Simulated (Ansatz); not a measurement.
The system is AlCu3.

```
CELL_PARAMETERS angstrom
3.63738 0.00000 0.00000
0.00000 3.63738 0.00000
0.00000 0.00000 3.63738
ATOMIC_POSITIONS crystal
Cu 0.00000 0.50000 0.50000
Cu 0.50000 0.00000 0.50000
Cu 0.50000 0.50000 0.00000
Al 0.00000 0.00000 0.00000
```

The cell comes from a database or a generator and needn't be the stable form of this composition.

Base run:

| Quantity | Value |
| --- | --- |
| Program | Ansatz 0.2.0 |
| Functional | LDA |
| Potentials or basis | all-electron LAPW, scalar-relativistic |
| Cutoff | 269 eV |
| Density cutoff | 1075 eV |
| Basis error allowed | 0.002 eV/atom |
| k mesh | 7 × 7 × 7 |
| Occupations | fermi-dirac, width 0.05 eV |
| Spin | no spin polarisation |

Its results: pressure -6.2 GPa.

The run is repeated on the same cell with these changes: functional from LDA to PBEsol. What comes out?

Pressure -0.8 GPa.

PBEsol binds less tightly than LDA, so the same cell stands under more pressure.

Not every run made on this cell is shown here.
